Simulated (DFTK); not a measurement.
# AgCl (Chlorargyrite) (Fm-3m) in DFTK: reference runs

Aim: a first look at AgCl (Chlorargyrite) with PBE, on the cell as given.

All numbers are computed with DFTK 0.8.2; they aren't measurements. Logs are shortened: lines on timing, memory, paths and dates and some standing lists are left out, and cuts for length are marked.

**The experiment to reproduce.**

From a printed reference work, data compilation, for a bulk crystal of AgCl: band gap 3.249 eV (indirect).

The results are compared with them further down.

## (1) The structure

The structure is cubic, space group Fm-3m (No. 225). Conventional cell: a = 5.470 Å, b = 5.470 Å, c = 5.470 Å, α = 90.00°, β = 90.00°, γ = 90.00°. Ag (site symmetry m-3m) is surrounded by 6 Cl at 2.73 Å. Cl (site symmetry m-3m) has 6 Ag at 2.73 Å as nearest neighbours.

## (2) Single point, PBE

Contents of run.jl:

```julia
using DFTK
using PseudoPotentialData
using Unitful, UnitfulAtomic
using LinearAlgebra, Printf
include("save.jl")
disable_threading()

# lattice vectors are the columns
lattice = austrip(1u"Å") * [           0.0          2.735          2.735;
                    2.735            0.0          2.735;
                    2.735          2.735            0.0]
symbols   = [:Ag, :Cl]
positions = [[0.0, 0.0, 0.0],
             [0.5, 0.5, 0.5]]
pseudopotentials = PseudoFamily("dojo.nc.sr.pbe.v0_4_1.standard.upf")
elements = Dict(s => ElementPsp(s, pseudopotentials) for s in unique(symbols))
atoms    = [elements[s] for s in symbols]

build_model(lattice, positions; symmetries=true) =
    model_DFT(lattice, atoms, positions;
              functionals=PBE(),
              temperature=austrip(0.05u"eV"),
              smearing=Smearing.FermiDirac(),
              symmetries)
Ecut  = 41.0  # hartree
kgrid = [8, 8, 8]
tol   = 1e-6
to_GPa = ustrip(uconvert(u"GPa", 1u"hartree/bohr^3"))

model = build_model(lattice, positions)
basis = PlaneWaveBasis(model; Ecut, kgrid)
display(basis)
scfres = self_consistent_field(basis;
                               tol,
                               nbandsalg=AdaptiveBands(model; n_bands_converge=18))
display(scfres.energies)
@printf "Fermi level: %.6f eV\n" ustrip(auconvert(u"eV", something(scfres.εF, NaN)))
forces = compute_forces_cart(scfres)
println("Forces (eV/Å)")
for (s, f) in zip(symbols, forces)
    @printf "%-3s %12.6f %12.6f %12.6f\n" s ustrip.(auconvert.(u"eV/Å", f))...
end
stress = compute_stresses_cart(scfres)
println("Stress (GPa)")
display(round.(stress * to_GPa; digits=4))
println("Levels at the first k-point (eV): ", round.(ustrip.(auconvert.(u"eV", scfres.eigenvalues[1][1:scfres.n_bands_converge])); digits=4))
save_scf!(scfres; forces, stress)
```

Potentials or basis: dojo.nc.sr.pbe.v0_4_1.standard.upf (PBE).

The run is started by

```bash
julia --threads=1 run.jl  # save.jl only writes the numbers to a file and isn't shown; printed stress counts tension as positive; times include loading and compiling
```

What it wrote:

```text
PlaneWaveBasis discretization:

    Ecut                 : 41.0 Ha
    fft_size             : (45, 45, 45), 91125 total points
    kgrid                : MonkhorstPack([8, 8, 8])
    num.   red. kpoints  : 512
    num. irred. kpoints  : 29

    Discretized Model(gga_x_pbe+gga_c_pbe, 3D):
        lattice (in Bohr)    : [0         , 5.1684    , 5.1684    ]
                               [5.1684    , 0         , 5.1684    ]
                               [5.1684    , 5.1684    , 0         ]
        unit cell volume     : 276.12 Bohr³

        atoms                : AgCl
        pseudopot. family    : PseudoFamily("dojo.nc.sr.pbe.v0_4_1.standard.upf")

        num. electrons       : 26
        spin polarization    : none
        temperature          : 0.0018375 Ha
        smearing             : DFTK.Smearing.FermiDirac()

        terms                : Kinetic()
                               AtomicLocal()
                               AtomicNonlocal()
                               Ewald(nothing)
                               PspCorrection()
                               Hartree()
                               Xc(gga_x_pbe, gga_c_pbe)
                               Entropy()
n     Energy            log10(ΔE)   log10(Δρ)   Diag   Δtime
---   ---------------   ---------   ---------   ----   ------
  1   -171.4333560337                   -1.15    5.8    9.41s
  2   -171.4430658487       -2.01       -1.40    1.1    4.14s
  3   -171.4469945319       -2.41       -1.86    3.0    5.28s
  4   -171.4474545073       -3.34       -2.46    2.1    4.57s
  5   -171.4474716692       -4.77       -2.70    2.2    4.96s
  6   -171.4474793982       -5.11       -3.65    2.9    5.18s
  7   -171.4474795361       -6.86       -3.80    2.7    5.48s
  8   -171.4474795407       -8.34       -4.38    1.9    4.10s
  9   -171.4474795418       -8.93       -4.51    2.2    4.53s
 10   -171.4474795427       -9.07       -4.97    1.8    4.78s
 11   -171.4474795427      -10.40       -5.78    1.8    6.35s
 12   -171.4474795427      -11.45       -6.19    2.8    6.28s
Energy breakdown (in Ha):
    Kinetic             58.9584447
    AtomicLocal         -150.9945515
    AtomicNonlocal      0.1992314
    Ewald               -104.9484366
    PspCorrection       3.4543689
    Hartree             49.5689669
    Xc                  -27.6855033
    Entropy             -0.0000001

    total               -171.447479542736
Fermi level: 5.775404 eV
Forces (eV/Å)
Ag      0.000000     0.000000     0.000000
Cl      0.000000    -0.000000    -0.000000
Stress (GPa)
3×3 StaticArraysCore.SMatrix{3, 3, Float64, 9} with indices SOneTo(3)×SOneTo(3):
 -3.8452   0.0      0.0
  0.0     -3.8452   0.0
  0.0     -0.0     -3.8452
Levels at the first k-point (eV): [-84.6385, -48.166, -48.166, -48.166, -10.1855, 2.6296, 2.6296, 2.6296, 2.6737, 2.6737, 2.7562, 2.7562, 2.7562, 6.152, 15.9171, 15.9171, 15.9171, 17.6098]
```

Run time: 2.1 min. Hardware: 1 thread of Intel Xeon 6975P-C (Granite Rapids), shared host; peak memory 1.7 GiB.

Results:

* Free energy: -4665.3236 eV
* Pressure: 3.8 GPa
* Band gap on the k mesh: 0.91 eV, indirect (least direct gap 3.32 eV)

## (3) Comparison with measurements

Step 2. A measured gap of AgCl is 3.249 eV (indirect; a printed reference work, data compilation); the calculated 0.91 eV misses it by -2.34 eV. So large a miss can be the level of theory's own, or it may mean another phase, state or a wrong row. Spin-orbit coupling on Ag is left out. The value is that of PBE on a finite k mesh, which can miss the band edges, without temperature or zero-point motion. Semilocal functionals fall short of measured gaps as a rule.
